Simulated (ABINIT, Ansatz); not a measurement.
# A GW chain in ABINIT: F (C2/m), part 2 of 3

Aim: the G0W0 gap of F (C2/m) on LDA, step by step.

ABINIT 10.8.3; LDA and many-body steps on it, plane waves. Known limits of the many-body steps: not at the basis limit; coarse k mesh.

So far. Step 2 (Ground state): The gap is indirect, with the least direct gap 0.08 eV higher.

**3. Bands along the symmetry lines**

Level of this step: DFT, LDA, plane waves, norm-conserving pseudopotentials (ABINIT).

Levels along a band path, at the cheap level, show where the edges lie and whether the meshes to come will hold them.

run.abi reads:

```
acell 3*1.0 Angstrom
rprim 
  2.650494272500 -1.517320773400 0.000000000000
  2.650494272500 1.517320773400 -0.000000000000
  -2.103423892600 -0.000000000000 6.726107507300
ntypat 1
znucl 9
natom 4
typat 1 1 1 1
xred 
  0.504495130000 0.504495130000 0.400850110000
  0.085358160000 0.085358160000 0.098603260000
  0.495504870000 0.495504870000 0.599149890000
  0.914641840000 0.914641840000 0.901396740000
pp_dirpath "pseudos"
pseudos "F.upf"
ecut 36
iscf -2
irdden 1
kptopt 0
nkpt 76
kpt 
  0.00000000 0.00000000 0.00000000
  -0.04249277 0.04249277 0.00000000
  -0.08498553 0.08498553 0.00000000
  -0.12747830 0.12747830 0.00000000
  -0.16997107 0.16997107 0.00000000
  -0.21246383 0.21246383 0.00000000
  -0.25495660 0.25495660 0.00000000
  -0.29744936 0.29744936 0.00000000
  -0.33994213 0.33994213 -0.00000000
  -0.66005787 -0.33994213 0.00000000
  -0.64005064 -0.35994936 0.00000000
  -0.62004340 -0.37995660 0.00000000
  -0.60003617 -0.39996383 0.00000000
  -0.58002894 -0.41997107 0.00000000
  -0.56002170 -0.43997830 0.00000000
  -0.54001447 -0.45998553 0.00000000
  -0.52000723 -0.47999277 0.00000000
  -0.50000000 -0.50000000 0.00000000
  -0.43750000 -0.43750000 0.00000000
  -0.37500000 -0.37500000 0.00000000
  -0.31250000 -0.31250000 0.00000000
  -0.25000000 -0.25000000 0.00000000
  -0.18750000 -0.18750000 0.00000000
  -0.12500000 -0.12500000 0.00000000
  -0.06250000 -0.06250000 0.00000000
  0.00000000 0.00000000 0.00000000
  -0.06250000 -0.06250000 0.06250000
  -0.12500000 -0.12500000 0.12500000
  -0.18750000 -0.18750000 0.18750000
  -0.25000000 -0.25000000 0.25000000
  -0.31250000 -0.31250000 0.31250000
  -0.37500000 -0.37500000 0.37500000
  -0.43750000 -0.43750000 0.43750000
  -0.50000000 -0.50000000 0.50000000
  -0.52253134 -0.47746866 0.50000000
  -0.54506268 -0.45493733 0.50000000
  -0.56759401 -0.43240599 0.50000000
  -0.59012535 -0.40987465 0.50000000
  -0.61265669 -0.38734331 0.50000000
  -0.63518802 -0.36481198 0.50000000
  -0.65771936 -0.34228064 0.50000000
  -0.68025070 -0.31974930 0.50000000
  -0.31974930 0.31974930 0.50000000
  -0.27978064 0.27978064 0.50000000
  -0.23981198 0.23981198 0.50000000
  -0.19984331 0.19984331 0.50000000
  -0.15987465 0.15987465 0.50000000
  -0.11990599 0.11990599 0.50000000
  -0.07993733 0.07993733 0.50000000
  -0.03996866 0.03996866 0.50000000
  0.00000000 0.00000000 0.50000000
  0.00000000 0.00000000 0.43750000
  0.00000000 0.00000000 0.37500000
  0.00000000 0.00000000 0.31250000
  0.00000000 0.00000000 0.25000000
  0.00000000 0.00000000 0.18750000
  0.00000000 0.00000000 0.12500000
  0.00000000 0.00000000 0.06250000
  0.00000000 0.00000000 0.00000000
  -0.50000000 0.00000000 0.50000000
  -0.43750000 0.00000000 0.43750000
  -0.37500000 0.00000000 0.37500000
  -0.31250000 0.00000000 0.31250000
  -0.25000000 0.00000000 0.25000000
  -0.18750000 0.00000000 0.18750000
  -0.12500000 0.00000000 0.12500000
  -0.06250000 0.00000000 0.06250000
  0.00000000 0.00000000 0.00000000
  -0.06250000 0.00000000 0.00000000
  -0.12500000 0.00000000 0.00000000
  -0.18750000 0.00000000 0.00000000
  -0.25000000 0.00000000 0.00000000
  -0.31250000 0.00000000 0.00000000
  -0.37500000 0.00000000 0.00000000
  -0.43750000 0.00000000 0.00000000
  -0.50000000 0.00000000 -0.00000000
istwfk *1
nband 21
nbdbuf 2
tolwfr 1e-08
nstep 40
prtwf 0
prtvol 0
indata_prefix "in"
outdata_prefix "out"
tmpdata_prefix "tmp"
```

Launch:

```console
OMP_NUM_THREADS=1 mpirun -n 4 abinit run.abi > log
```

Numbers of over 12 decimals in the logs are rounded to 6 here.

Output:

```text
.Version 10.8.3 of ABINIT. v10.8.2 released Aug 2026.

 Symmetries : space group C2/m (# 12); Bravais mC (1-face-center monocl.)
[... echo of the input left out ...]
== DATASET  1 ==================================================================
-   mpi_nproc: 4, omp_nthreads: 1 (-1 if OMP is not activated)

--- !DatasetInfo
iteration_state: {dtset: 1, }
dimensions: {natom: 4, nkpt: 76, mband: 21, nsppol: 1, nspinor: 1, nspden: 1, mpw: 3789, }
cutoff_energies: {ecut:  36.0, pawecutdg:  -1.0, }
electrons: {nelect:   2.80000000E+01, charge:   0.00000000E+00, occopt:   1.00000000E+00, tsmear:   1.00000000E-02, }

 Real(R)+Recip(G) space primitive vectors, cartesian coordinates (Bohr,Bohr^-1):
 R(1)=  5.0087083 -2.8673207  0.0000000  G(1)=  0.0998261 -0.1743788  0.0312182
 R(2)=  5.0087083  2.8673207  0.0000000  G(2)=  0.0998261  0.1743788  0.0312182
 R(3)= -3.9748951  0.0000000 12.7105011  G(3)=  0.0000000  0.0000000  0.0786751
 Unit cell volume ucvol=  3.6508558E+02 bohr^3
 Angles (23,13,12)=  1.05012474E+02  1.05012474E+02  5.95794353E+01 degrees

 getcut: wavevector=  0.0000  0.0000  0.0000  ngfft=  32  32  72
         ecut(hartree)=     36.000   => boxcut(ratio)=   2.00168

--- Pseudopotential description ------------------------------------------------
- F Generated using ONCVPSP code by D. R. Hamann
-  9.00000   7.00000  201202                  znucl, zion, pspdat
12 -1012 2 -1 824                             pspcod,pspxc,lmax,lloc,mmax
     nproj     2     2     1
  pspatm : epsatm=    4.94580260
         --- l  ekb(1:nproj) -->
             0    6.487052    1.061847
             1   -4.029087   -1.312559
             2   -2.364936
 pspatm: atomic psp has been read  and splines computed

--------------------------------------------------------------------------------

================================================================================
 prteigrs : about to open file out_EIG
 Non-SCF case, kpt    1 (  0.00000  0.00000  0.00000), residuals and eigenvalues=
  4.57E-09  4.54E-09  4.28E-09  4.44E-09  2.06E-09  8.96E-09  2.88E-09  1.80E-09
  1.45E-09  6.64E-09  1.65E-09  5.93E-09  5.68E-09  3.03E-09  1.77E-09  7.11E-09
  8.01E-09  6.77E-09  7.60E-09  4.77E-09  6.88E-09
 -1.0687E+00 -1.0611E+00 -8.3641E-01 -8.1537E-01 -4.1736E-01 -3.7352E-01
 -2.7343E-01 -2.7201E-01 -2.6890E-01 -2.6735E-01 -1.6488E-01 -1.5688E-01
 -1.5613E-01 -1.5038E-01 -6.8197E-02 -2.3034E-02  1.8924E-01  2.6957E-01
  3.2200E-01  5.4973E-01  5.7715E-01
 Non-SCF case, kpt    2 ( -0.04249  0.04249  0.00000), residuals and eigenvalues=
  4.91E-09  4.52E-09  4.01E-09  9.94E-10  1.65E-09  5.36E-09  1.61E-09  3.14E-09
[...]
1.18E-09  2.68E-09  9.00E-10  4.84E-09  3.76E-08
[...]
Non-SCF case, kpt    3 ( -0.08499  0.08499  0.00000), residuals and eigenvalues=
[...]
3.48E-09  7.08E-09  9.16E-09  6.02E-07  5.06E-05
[...]
Non-SCF case, kpt   75 ( -0.43750  0.00000  0.00000), residuals and eigenvalues=
[...]
Non-SCF case, kpt   76 ( -0.50000  0.00000 -0.00000), residuals and eigenvalues=
[...]
-3.1647E-01 -3.1452E-01 -2.8058E-01 -2.7746E-01 -1.7896E-01 -1.7723E-01
 -1.6416E-01 -1.6073E-01 -4.1317E-02 -3.8466E-02  3.6942E-01  3.7443E-01
[...]
--- !ResultsGS
iteration_state: {dtset: 1, }
comment   : Summary of ground state results
lattice_vectors:
- [  5.0087083,  -2.8673207,   0.0000000, ]
- [  5.0087083,   2.8673207,  -0.0000000, ]
- [ -3.9748951,  -0.0000000,  12.7105011, ]
lattice_lengths: [   5.77137,    5.77137,   13.31753, ]
lattice_angles: [105.012, 105.012,  59.579, ] # degrees, (23, 13, 12)
lattice_volume:   3.6508558E+02
convergence: {deltae:  0.000E+00, res2:  0.000E+00, residm:  9.990E-09, diffor:  0.000E+00, }
etotal    :  -9.79306965E+01
entropy   :   0.00000000E+00
fermie    :  -1.47597402E-01
cartesian_stress_tensor: null
pressure_GPa: null
xred      :
- [  5.0450E-01,   5.0450E-01,   4.0085E-01,  F]
- [  8.5358E-02,   8.5358E-02,   9.8603E-02,  F]
- [  4.9550E-01,   4.9550E-01,   5.9915E-01,  F]
- [  9.1464E-01,   9.1464E-01,   9.0140E-01,  F]
cartesian_forces: null
force_length_stats: {min: null, max: null, mean: null, }

 Integrated electronic density in atomic spheres:
 ------------------------------------------------
 Atom  Sphere_radius  Integrated_density
[...]
================================================================================

 ----iterations are completed or convergence reached----

 Mean square residual over all n,k,spin=   42.921E-10; max=  99.903E-10
 reduced coordinates (array xred) for    4 atoms
[...]
0.495504870000      0.495504870000      0.599149890000
       0.914641840000      0.914641840000      0.901396740000

 cartesian coordinates (angstrom) at end:
    1      1.831165     0.000000     2.696161
    2      0.245078    -0.000000     0.663216
    3      1.366399    -0.000000     4.029947
    4      2.952486     0.000000     6.062891
 length scales=  1.889726125908  1.889726125908  1.889726125908 bohr
              =  1.000000000000  1.000000000000  1.000000000000 angstroms
 prteigrs : about to open file out_EIG
 Eigenvalues (hartree) for nkpt=  76  k points:
 kpt#   1, nband= 21, wtk=  1.00000, kpt=  0.0000  0.0000  0.0000 (reduced coord)
[...]
kpt#   2, nband= 21, wtk=  1.00000, kpt= -0.0425  0.0425  0.0000 (reduced coord)
[...]
kpt#   3, nband= 21, wtk=  1.00000, kpt= -0.0850  0.0850  0.0000 (reduced coord)
[...]
kpt#  75, nband= 21, wtk=  1.00000, kpt= -0.4375  0.0000  0.0000 (reduced coord)
[...]
0.34285    0.39098    0.41566    0.45955    0.46295
 kpt#  76, nband= 21, wtk=  1.00000, kpt= -0.5000  0.0000  0.0000 (reduced coord)
  -1.06043   -1.05656   -0.82288   -0.82042   -0.39544   -0.39313   -0.31647   -0.31452
  -0.28058   -0.27746   -0.17896   -0.17723   -0.16416   -0.16073   -0.04132   -0.03847
   0.36942    0.37443    0.43303    0.43892    0.47519

== END DATASET(S) ==============================================================
================================================================================

 -outvars: echo values of variables after computation  --------
            nband          21
             nkpt          76
          spgroup          12
 [... the other variables as echoed above ...]

 Calculation completed.
```

It took 12 s on 4 MPI ranks of Arm Neoverse V2, shared host; peak memory 0.36 GiB.

Numbers from this step:

```yaml
gap: 2.161 eV
k_of_the_valence_top: -0.5, -0.5, 0
k_of_the_conduction_bottom: 0, 0, 0
least_direct_gap: 2.236 eV
```

The gap is 2.161 eV, as in the run before at this level.

The electronic bands at the labelled points (eV, zero at the top of the highest filled band):

```
     point  band 11  band 12  band 13  band 14  band 15  band 16  band 17  band 18
         Γ    -0.47    -0.25    -0.23    -0.08     2.16     3.39     9.17    11.35
   halfway    -0.68    -0.56    -0.46    -0.27     2.49     3.28    11.44    13.68
         C    -0.81    -0.64    -0.43    -0.40     2.82     2.98    14.58    14.98
jump to C2    -0.81    -0.64    -0.43    -0.40     2.82     2.98    14.58    14.98
   halfway    -0.75    -0.57    -0.48    -0.14     2.83     2.90    14.28    14.69
        Y2    -0.80    -0.51    -0.45     0.00     2.78     2.91    13.93    14.59
   halfway    -0.63    -0.44    -0.34    -0.04     2.52     3.16    10.92    12.36
         Γ    -0.47    -0.25    -0.23    -0.08     2.16     3.39     9.17    11.35
   halfway    -0.60    -0.50    -0.24    -0.12     2.44     3.25    10.81    12.93
        M2    -0.84    -0.72    -0.24    -0.19     2.88     2.94    13.88    14.15
   halfway    -0.78    -0.75    -0.33    -0.30     2.88     2.95    14.29    14.48
         D    -0.90    -0.69    -0.55    -0.28     2.88     2.97    14.66    14.80
jump to D2    -0.90    -0.69    -0.55    -0.28     2.88     2.97    14.66    14.80
   halfway    -0.74    -0.54    -0.43    -0.18     2.82     2.91    11.94    11.95
         A    -0.42    -0.34    -0.18    -0.13     2.74     2.81     9.99    10.03
   halfway    -0.46    -0.29    -0.21    -0.10     2.34     3.21     9.40    10.80
         Γ    -0.47    -0.25    -0.23    -0.08     2.16     3.39     9.17    11.35
jump to L2    -1.04    -0.63    -0.51    -0.16     2.64     3.13    14.23    14.43
   halfway    -0.62    -0.48    -0.41    -0.20     2.44     3.26    10.95    12.67
         Γ    -0.47    -0.25    -0.23    -0.08     2.16     3.39     9.17    11.35
   halfway    -0.56    -0.49    -0.41    -0.29     2.47     3.26    10.89    12.90
        V2    -0.85    -0.81    -0.45    -0.36     2.89     2.97    14.07    14.21
```

**4. Empty states on the mesh, 4×4×2 mesh, 44 bands**

The sums over transitions need many empty states on a uniform mesh; this step solves for them.

run.abi reads:

```
acell 3*1.0 Angstrom
rprim 
  2.650494272500 -1.517320773400 0.000000000000
  2.650494272500 1.517320773400 -0.000000000000
  -2.103423892600 -0.000000000000 6.726107507300
ntypat 1
znucl 9
natom 4
typat 1 1 1 1
xred 
  0.504495130000 0.504495130000 0.400850110000
  0.085358160000 0.085358160000 0.098603260000
  0.495504870000 0.495504870000 0.599149890000
  0.914641840000 0.914641840000 0.901396740000
pp_dirpath "pseudos"
pseudos "F.upf"
ecut 36
ngkpt 4 4 2
nshiftk 1
shiftk 0 0 0
kptopt 1
chksymbreak 0
iscf -2
irdden 1
istwfk *1
nband 44
nbdbuf 4
tolwfr 1e-09
nstep 60
prtvol 0
indata_prefix "in"
outdata_prefix "out"
tmpdata_prefix "tmp"
```

Output:

```text
.Version 10.8.3 of ABINIT. v10.8.2 released Aug 2026.

 Symmetries : space group C2/m (# 12); Bravais mC (1-face-center monocl.)
[... echo of the input left out ...]
== DATASET  1 ==================================================================
-   mpi_nproc: 4, omp_nthreads: 1 (-1 if OMP is not activated)

--- !DatasetInfo
iteration_state: {dtset: 1, }
dimensions: {natom: 4, nkpt: 14, mband: 44, nsppol: 1, nspinor: 1, nspden: 1, mpw: 3789, }
cutoff_energies: {ecut:  36.0, pawecutdg:  -1.0, }
electrons: {nelect:   2.80000000E+01, charge:   0.00000000E+00, occopt:   1.00000000E+00, tsmear:   1.00000000E-02, }

 Real(R)+Recip(G) space primitive vectors, cartesian coordinates (Bohr,Bohr^-1):
 R(1)=  5.0087083 -2.8673207  0.0000000  G(1)=  0.0998261 -0.1743788  0.0312182
 R(2)=  5.0087083  2.8673207  0.0000000  G(2)=  0.0998261  0.1743788  0.0312182
 R(3)= -3.9748951  0.0000000 12.7105011  G(3)=  0.0000000  0.0000000  0.0786751
 Unit cell volume ucvol=  3.6508558E+02 bohr^3
 Angles (23,13,12)=  1.05012474E+02  1.05012474E+02  5.95794353E+01 degrees

 getcut: wavevector=  0.0000  0.0000  0.0000  ngfft=  32  32  72
         ecut(hartree)=     36.000   => boxcut(ratio)=   2.00168

--- Pseudopotential description ------------------------------------------------
- F Generated using ONCVPSP code by D. R. Hamann
-  9.00000   7.00000  201202                  znucl, zion, pspdat
12 -1012 2 -1 824                             pspcod,pspxc,lmax,lloc,mmax
     nproj     2     2     1
  pspatm : epsatm=    4.94580260
         --- l  ekb(1:nproj) -->
             0    6.487052    1.061847
             1   -4.029087   -1.312559
             2   -2.364936
 pspatm: atomic psp has been read  and splines computed

--------------------------------------------------------------------------------

================================================================================
 prteigrs : about to open file out_EIG
 Non-SCF case, kpt    1 (  0.00000  0.00000  0.00000), residuals and eigenvalues=
  4.76E-10  6.65E-10  6.15E-10  8.96E-10  1.51E-10  1.62E-10  1.83E-10  1.32E-10
  2.06E-10  1.40E-10  1.21E-10  4.79E-10  4.34E-10  4.33E-10  5.61E-10  4.98E-10
  1.84E-10  1.59E-10  2.86E-10  2.43E-10  8.07E-11  2.17E-10  4.50E-10  4.36E-10
[...]
6.61E-10  2.20E-06  4.58E-08  3.08E-04
 -1.0687E+00 -1.0611E+00 -8.3641E-01 -8.1537E-01 -4.1736E-01 -3.7352E-01
 -2.7343E-01 -2.7201E-01 -2.6890E-01 -2.6735E-01 -1.6488E-01 -1.5688E-01
 -1.5613E-01 -1.5038E-01 -6.8197E-02 -2.3034E-02  1.8924E-01  2.6957E-01
  3.2200E-01  5.4973E-01  5.7715E-01  7.0104E-01  7.0870E-01  7.3485E-01
  7.5950E-01  7.6036E-01  8.2382E-01  8.3605E-01  8.5448E-01  8.6663E-01
  9.2647E-01  9.3732E-01  9.6509E-01  9.6740E-01  1.0256E+00  1.0582E+00
  1.1173E+00  1.1228E+00  1.1345E+00  1.1485E+00  1.1496E+00  1.2210E+00
  1.2258E+00  1.3025E+00
 prteigrs : prtvol=0 or 1, do not print more k-points.

--- !ResultsGS
iteration_state: {dtset: 1, }
comment   : Summary of ground state results
lattice_vectors:
- [  5.0087083,  -2.8673207,   0.0000000, ]
- [  5.0087083,   2.8673207,  -0.0000000, ]
- [ -3.9748951,  -0.0000000,  12.7105011, ]
lattice_lengths: [   5.77137,    5.77137,   13.31753, ]
lattice_angles: [105.012, 105.012,  59.579, ] # degrees, (23, 13, 12)
lattice_volume:   3.6508558E+02
convergence: {deltae:  0.000E+00, res2:  0.000E+00, residm:  9.894E-10, diffor:  0.000E+00, }
etotal    :  -9.79306965E+01
entropy   :   0.00000000E+00
fermie    :  -1.47597402E-01
cartesian_stress_tensor: null
pressure_GPa: null
xred      :
- [  5.0450E-01,   5.0450E-01,   4.0085E-01,  F]
- [  8.5358E-02,   8.5358E-02,   9.8603E-02,  F]
- [  4.9550E-01,   4.9550E-01,   5.9915E-01,  F]
- [  9.1464E-01,   9.1464E-01,   9.0140E-01,  F]
cartesian_forces: null
force_length_stats: {min: null, max: null, mean: null, }

 Integrated electronic density in atomic spheres:
 ------------------------------------------------
 Atom  Sphere_radius  Integrated_density
    1        2.00000          7.04039563
[...]
================================================================================

 ----iterations are completed or convergence reached----

 Mean square residual over all n,k,spin=   36.795E-11; max=  98.942E-11
 reduced coordinates (array xred) for    4 atoms
[...]
0.495504870000      0.495504870000      0.599149890000
       0.914641840000      0.914641840000      0.901396740000

 cartesian coordinates (angstrom) at end:
    1      1.831165     0.000000     2.696161
    2      0.245078    -0.000000     0.663216
    3      1.366399    -0.000000     4.029947
    4      2.952486     0.000000     6.062891
 length scales=  1.889726125908  1.889726125908  1.889726125908 bohr
              =  1.000000000000  1.000000000000  1.000000000000 angstroms
 prteigrs : about to open file out_EIG
 Eigenvalues (hartree) for nkpt=  14  k points:
 kpt#   1, nband= 44, wtk=  0.03125, kpt=  0.0000  0.0000  0.0000 (reduced coord)
[...]
0.75950    0.76036    0.82382    0.83605    0.85448    0.86663    0.92647    0.93732
   0.96509    0.96740    1.02562    1.05816    1.11732    1.12278    1.13453    1.14850
   1.14956    1.22100    1.22577    1.30248
 prteigrs : prtvol=0 or 1, do not print more k-points.

== END DATASET(S) ==============================================================
================================================================================

 -outvars: echo values of variables after computation  --------
            nband          44
             nkpt          14
          spgroup          12
 [... the other variables as echoed above ...]

 Calculation completed.
```

It took 7.1 s on 4 MPI ranks; peak memory 0.31 GiB.

Numbers from this step:

- gap: 2.161 eV
- k of the valence top: 0.5, 0.5, 0
- k of the conduction bottom: 0, 0, 0
- least direct gap: 2.236 eV
- k points computed: 14
- lowest point of the top converged band, above the valence top: 35.27 eV

On this mesh the gap is 2.161 eV.

(Continued in part 3 of 3.)

[Paths, hosts, dates, memory and timing lines, banners, echoed tables and standing remarks are left out of the program output.]

[Logs are printed without paths, hosts, clocks, repeated set-up lines and the standing remarks that a program may print on its own settings, such as how far it seeks lower states.]

[Runs of the session that timed out or met a known fault of the program may be left out.]

[Hosts, paths, dates, database ids (printed as entryN), source tags and the programs' standing remarks are cut or masked in the printed files.]

[G0W0 gaps are taken among the corrected bands and points alone; a level outside them can change the order at an edge.]

[Where Ansatz stands beside ABINIT at settings called matched, ABINIT's density can come from a denser mesh and the files from another edition; pairs whose starting gaps differed by over 0.03 eV were left out, so agreement reads better than it is.]
